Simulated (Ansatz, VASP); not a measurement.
**Mg: VASP beside Ansatz**

```
CELL_PARAMETERS angstrom
3.19026 0.00000 0.00000
-1.59513 2.76285 0.00000
0.00000 0.00000 5.11817
ATOMIC_POSITIONS crystal
Mg 0.33333 0.66667 0.25000
Mg 0.66667 0.33333 0.75000
```

Alike in both runs: functional r2SCAN; k mesh 18 × 18 × 8; occupations gaussian, width 0.1 eV; no spin polarisation.

Ansatz relaxed the structure, and its values are those at the end. VASP's run is a single point on that final structure, the one shown.

```csv
,VASP,Ansatz
version,VASP 6.6.1,Ansatz 0.2.0
potentials or method,"VASP PAW PBE potentials, release 64 (Mg)","scalar-relativistic, plane waves, PAW"
plane-wave cutoff (eV),520,500
valence electrons in the cell,4,20
```

|  | VASP | Ansatz | Ansatz less VASP |
| --- | --- | --- | --- |
| gap on the k mesh at the Fermi level (eV) | none | none | - |
| pressure (GPa) | -0.3 | 0.0 | +0.27 |

A gap of «none» marks a metal or a gap that the smearing closes. The two sets of potentials don't hold the same shells in valence.

Caveats: the PAW data sets were made with another functional, which shifts forces and pressure a little (VASP).
